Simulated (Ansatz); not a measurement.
# GaN: response to strain

GaN is deformed so: equal xy, yz and zx engineering shear strains of +3 %. What stress and forces result, by LAPW, PAW and all-electron datasets made for the crystal?

Program: Ansatz 0.2.0. Level of theory: DFT PBE, scalar-relativistic. These are calculated values, not measurements.

**1. Starting point**

The structure is cubic, space group Fm-3m (No. 225). Conventional cell: a = 3.985 Å, b = 3.985 Å, c = 3.985 Å, α = 90.00°, β = 90.00°, γ = 90.00°. Ga (site symmetry m-3m) is surrounded by 6 N at 1.99 Å. N (site symmetry m-3m) has 6 Ga at 1.99 Å as nearest neighbours.

Coordinates:

```xyz
2
Lattice="0.0000 1.9925 1.9925 1.9925 0.0000 1.9925 1.9925 1.9925 0.0000" Properties=species:S:1:pos:R:3 pbc="T T T"
Ga    1.9925    1.9925    1.9925
N     0.0000    0.0000    0.0000
```

Atoms are numbered in the order of the input: Ga1, N2.

**2. After the deformation**

Space group Fm-3m before, R-3m after.

**3. Full-potential LAPW**

The input, input.yaml:

```yaml
crystal:
  lattice:
    - [0.059775, 2.0223875, 2.0223875]
    - [2.0223875, 0.059775, 2.0223875]
    - [2.0223875, 2.0223875, 0.059775]
  atoms:
    - { symbol: Ga, position: [0.5, 0.5, 0.5] }
    - { symbol: "N", position: [0.0, 0.0, 0.0] }
kpoints:
  mp_grid: { grid: [13, 13, 13] }
  band_path:
    path:
      - [0.0, 0.0, 0.0]
      - [0.5, 0.5, 0.5]
      - [0.2428775097, 0.5, 0.7571224903]
      - [-0.2428775097, 0.2428775097, 0.5]
      - [0.0, 0.0, 0.5]
      - [0.0, 0.0, 0.0]
      - [-0.3714387548, 0.0, 0.3714387548]
      - [0.0, 0.3714387548, 0.6285612452]
      - [0.0, 0.5, 0.5]
    npoints: 5
scf:
  occupations: { method: fermi_dirac, width: 0.02 }
hamiltonian:
  xc: pbe
  pseudopotentials: { kind: all_electron, lapw: { basis_error: 0.001 } }
output:
  forces: true
  stress: true
  eigenvalues: true
```

Run with:

```sh
> ansatz run input.yaml --threads 1 --pin off --max-ram 3072MiB --backend cpu --events-out ev --progress --plain --runs-dir out
```

Output (excerpt; [...] marks lines left out):

```text
LAPW: plane waves up to 10.285 Å⁻¹, error target 1.0e-3 eV per atom; small_component_spin mean_spin; N in spheres of 0.877 Å, 7 of its electrons in bands, Dirac shells []; Ga in spheres of 1.115 Å, 21 of its electrons in bands, Dirac shells []
[...]
Pseudopotentials: kind: all_electron
Pseudopotential: Ga, LAPW, valence charge 21, Koelling and Harmon's equation, gaussian nucleus
Pseudopotential: N, LAPW, valence charge 7, Koelling and Harmon's equation, gaussian nucleus
Functional definition: PBE
[...]
Crystal: 2 atoms, lattice volume = 15.810 Å³
Basis set: ecut = 403.0404169124951 eV, 295 PW (Γ), exchange–correlation at level 2
Bands: 18, of which v1, the nominal top of the filled ones, is band 14 counted from 1 (13 counted from 0)
Symmetry: 12 space group operations
Space group: R-3m (ITA 166), of the structure as read, at distance tolerance 2.5e-5 Å
k-points: 231 of 2197
[...]
SCF iter   1: F=—  HF=-54391.303664 eV  |F-HF|=—  |Δ(HF+E_count)|=         —  Δρ=1.63e-1  dr2=4.28e0  ethr=1.53e-2  ⟨swp⟩=2.0  Hψ=26879  notcnv=0
[...]
the basis was enlarged: its passes take 151.3 KiB over the memory plan, 1 of 1 planned eigensolver slots
[...]
SCF iter   7: F=-54389.232964 eV  HF=-54389.232964 eV  |F-HF|=1.38e-9  |Δ(HF+E_count)|=   6.99e-7  Δρ=1.08e-5  dr2=8.50e-9  ethr=3.55e-9  ⟨swp⟩=3.0  Hψ=12289  notcnv=0
[...]
NSCF: frozen V_eff on 41 k-points
SCF converged after 7 iterations
Free energy (F): -54389.232964 eV
[...]
E sigma→0 (E₀):  -54389.232964 eV
Fermi energy:    20.186443 eV
[...]
--- Forces (eV/Å), atoms counted from 1 ---
  atom   1  Ga    -0.00000000    -0.00000000    -0.00000000
  atom   2  N      0.00000000     0.00000000     0.00000000
[...]
--- Stress (GPa, compression-positive) ---
       69.433491      -8.293307      -8.293307
       -8.293307      69.433491      -8.293307
       -8.293307      -8.293307      69.433491
  P = ⅓ Tr σ = 69.4335 GPa (694.335 kbar)
--- Band table (eV; the first three rows and the last of 231) ---
  k-point 0: bands = ["-355.7216", "-123.5835", "-74.3465", "-74.3465", "-74.3154", "-0.0815", "4.9865", "5.0155", "5.0155", "5.1769", "5.1769", "17.9415", "18.6472", "18.6472", "23.5507", "33.9246", "35.3026", "35.3026"]
[...]
```

Run time: 35 s. Hardware: 1 thread of Arm Neoverse V1, shared host; peak memory 0.58 GiB.

Result: pressure 69.43 GPa; gap 1.62 eV.

**4. PAW with frozen cores**

The input, input.yaml:

```yaml
crystal:
  lattice:
    - [0.059775, 2.0223875, 2.0223875]
    - [2.0223875, 0.059775, 2.0223875]
    - [2.0223875, 2.0223875, 0.059775]
  atoms:
    - { symbol: Ga, position: [0.5, 0.5, 0.5] }
    - { symbol: "N", position: [0.0, 0.0, 0.0] }
kpoints:
  mp_grid: { grid: [13, 13, 13] }
scf:
  occupations: { method: fermi_dirac, width: 0.02 }
hamiltonian:
  xc: pbe
  pseudopotentials: { kind: paw }
output:
  forces: true
  stress: true
  eigenvalues: true
  efg: { contact_densities: true }
```

Run with:

```sh
> ansatz run input.yaml --threads 1 --pin off --max-ram 3072MiB --backend cpu --events-out ev --progress --plain --runs-dir out
```

Output (excerpt; [...] marks lines left out):

```text
[...]
Pseudopotentials: kind: paw
Pseudopotential: Ga, paw, valence charge 13, recommended cutoff 420 eV (normal)
Pseudopotential: N, paw, valence charge 5, recommended cutoff 420 eV (normal)
Functional definition: PBE
[...]
Crystal: 2 atoms, lattice volume = 15.810 Å³
Basis set: ecut = 420 eV, 325 PW (Γ), exchange–correlation on 40×40×40 points (8 copies of the dense FFT grid, shifted against one another)
Bands: 13, of which v1, the nominal top of the filled ones, is band 9 counted from 1 (8 counted from 0)
Symmetry: 12 space group operations
Space group: R-3m (ITA 166), of the structure as read, at distance tolerance 2.5e-5 Å
k-points: 231 of 2197
[...]
SCF iter   1: F=—  HF=-4166.277242 eV  |F-HF|=—  |Δ(HF+E_count)|=         —  Δρ=3.30e-3  dr2=1.22e-3  ethr=1.77e-3  ⟨swp⟩=4.6  Hψ=15527  notcnv=0
[...]
Fermi energy:    17.641821 eV
[...]
--- Forces (eV/Å), atoms counted from 1 ---
  atom   1  Ga    -0.00000000    -0.00000000    -0.00000000
  atom   2  N      0.00000000    -0.00000000     0.00000000
[...]
--- Stress (GPa, compression-positive) ---
       69.458830      -8.294634      -8.294634
       -8.294634      69.458830      -8.294634
       -8.294634      -8.294634      69.458830
  P = ⅓ Tr σ = 69.4588 GPa (694.588 kbar)
--- PAW observables at the nuclei: V_zz in 10²¹ V/m², potentials from the cell's mean, atoms counted from 1 ---
  atom   1  Ga V_zz =    -0.964075   η = 0.0000   by run symmetry: allowed
            electrostatic potential = -4141.825722 V   contact ρ = 187389.237590 e/Å³
  atom   2  N  V_zz =    +1.466767   η = 0.0000   by run symmetry: allowed
            electrostatic potential = -526.113553 V   contact ρ = 1413.833089 e/Å³
--- Band table (eV; the first three rows and the last of 231) ---
  k-point 0: bands = ["-2.6258", "2.4667", "2.4931", "2.4931", "2.6556", "2.6556", "15.3930", "16.0984", "16.0984", "20.9797", "31.3941", "32.7717", "32.7717"]
[...]
```

Wall time 4.5 s (1 thread of Arm Neoverse V1, shared host); peak memory 0.37 GiB.

In short: pressure 69.46 GPa; gap on the k mesh 1.72 eV (an odd mesh misses the zone boundary); Vzz Ga1 -0.96 (η = 0.00), N2 1.47 (η = 0.00) (10²¹ V/m²).

**5. Datasets made for this crystal**

input.yaml: that of step 4 with these lines changed.

```diff
@@ -14,3 +14,3 @@
   xc: pbe
-  pseudopotentials: { kind: paw }
+  pseudopotentials: { kind: all_electron, datasets: crystal }
 output:
```

Run with:

```sh
> ansatz run input.yaml --threads 1 --pin off --max-ram 3072MiB --backend cpu --events-out ev --progress --plain --runs-dir out
```

Output (excerpt; [...] marks lines left out):

```text
[...]
Pseudopotentials: kind: all_electron
Pseudopotential: Ga, paw, valence charge 21, recommended cutoff 460 eV (normal), Koelling and Harmon's equation, gaussian nucleus
Pseudopotential: N, paw, valence charge 5, recommended cutoff 460 eV (normal), Koelling and Harmon's equation, gaussian nucleus
Functional definition: PBE
[...]
Crystal: 2 atoms, lattice volume = 15.810 Å³
Basis set: ecut = 460 eV, 333 PW (Γ), exchange–correlation on 48×48×48 points (8 copies of the dense FFT grid, shifted against one another)
Bands: 13, of which v1, the nominal top of the filled ones, is band 9 counted from 1 (8 counted from 0)
Symmetry: 12 space group operations
Space group: R-3m (ITA 166), of the structure as read, at distance tolerance 2.5e-5 Å
k-points: 231 of 2197
[...]
  atom   1  Ga     0.00000000     0.00000000     0.00000000
  atom   2  N     -0.00000000     0.00000000     0.00000000
[...]
--- Stress (GPa, compression-positive) ---
       69.427325      -8.293122      -8.293122
       -8.293122      69.427325      -8.293122
       -8.293122      -8.293122      69.427325
  P = ⅓ Tr σ = 69.4273 GPa (694.273 kbar)
  It holds what live shells' own plane waves past their cutoff add
--- PAW observables at the nuclei: V_zz in 10²¹ V/m², potentials from the cell's mean, atoms counted from 1 ---
  atom   1  Ga V_zz =    -0.983728   η = 0.0000   by run symmetry: allowed
            electrostatic potential = -4141.515429 V   contact ρ = 187458.846287 e/Å³
  atom   2  N  V_zz =    +1.451053   η = 0.0000   by run symmetry: allowed
            electrostatic potential = -526.111240 V   contact ρ = 1414.074596 e/Å³
--- Band table (eV; the first three rows and the last of 231) ---
  k-point 0: bands = ["-0.0816", "4.9863", "5.0158", "5.0158", "5.1768", "5.1768", "17.9414", "18.6470", "18.6470", "23.5508", "33.9246"]
[...]
```

It took 22 s on 1 thread of Arm Neoverse V1, shared host; peak memory 0.71 GiB.

Result: pressure 69.43 GPa; gap on the k mesh 1.73 eV (an odd mesh misses the zone boundary); Vzz Ga1 -0.98 (η = 0.00), N2 1.45 (η = 0.00) (10²¹ V/m²).

**6. Side by side**

Stress (GPa, compression positive):

```
          method     xx     yy     zz     yz     xz     xy
            LAPW  69.43  69.43  69.43  -8.29  -8.29  -8.29
             PAW  69.46  69.46  69.46  -8.29  -8.29  -8.29
crystal datasets  69.43  69.43  69.43  -8.29  -8.29  -8.29
```

```
          method  pressure (GPa)  gap on the k mesh (eV)  Vzz Ga1 (10²¹ V/m²)  Vzz N2 (10²¹ V/m²)  SCF cycles, all passes
            LAPW           69.43                    1.73                    –                   –                       7
             PAW           69.46                    1.72                -0.96                1.47                       6
crystal datasets           69.43                    1.73                -0.98                1.45                       8
```

**7. Results**

```
                                 quantity                                              value
                                 pressure  LAPW 69.43, PAW 69.46, crystal datasets 69.43 GPa
largest shear or deviatoric stress (LAPW)                                           8.29 GPa
```

In words: The largest part of the stress beyond the pressure is 8.29 GPa in size; the atoms are carried along and not relaxed. No run of the undeformed cell stands beside it, so the pressure holds what the given cell had before the change. PAW: stress within 0.03 GPa of LAPW. Crystal datasets: stress within 0.01 GPa of LAPW.
